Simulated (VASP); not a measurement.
Here is a VASP 6.6.1 calculation.

INCAR

```
PREC = Accurate
ENCUT = 600
EDIFF = 1E-7
ISMEAR = 0
SIGMA = 0.3
LREAL = F
LASPH = T
NELM = 100
ALGO = Normal
ISIF = 3
LWAVE = F
LCHARG = F
GGA = PE
IBRION = 2
NSW = 100
EDIFFG = -0.002
```

KPOINTS

```
regular mesh
0
Gamma
  12 12 12
```

File POSCAR:

```
HgSe
1.0
    0.0000000000      3.0390000000      3.0390000000
    3.0390000000      0.0000000000      3.0390000000
    3.0390000000      3.0390000000      0.0000000000
Hg Se
1 1
Direct
    0.0000000000      0.0000000000      0.0000000000
    0.2500000000      0.2500000000      0.2500000000
```

Potentials or basis: VASP PAW PBE potentials, release 64 (Hg, Se).

Launch:

```bash
$ cat potpaw_PBE.64/Hg/POTCAR potpaw_PBE.64/Se/POTCAR > POTCAR
$ mpirun -np 1 vasp_std > vasp.out
```

Task: What does it give for the relaxed volume?

Result: 30.81 Å³/atom.

Task: Predict the space group after relaxing (to 0.05 Å).

Result: F-43m (No. 216).

Task: What does it give for the relaxed cell?

Result: a = 4.433 Å, b = 4.433 Å, c = 4.433 Å, α = 60.00°, β = 60.00°, γ = 60.00°.

Task: What does it give for the band gap on the k mesh?

Result: None (metal or under the smearing width).

Final structure:
```
Hg Se
1.0
     0.00000    3.13489    3.13489
     3.13489    0.00000    3.13489
     3.13489    3.13489    0.00000
Hg Se
1 1
Direct
  0.00000 0.00000 0.00000
  0.25000 0.25000 0.25000
```

The run has no spin-orbit coupling, so splittings on Hg are missing. Zero-point motion and thermal expansion aren't in these numbers.
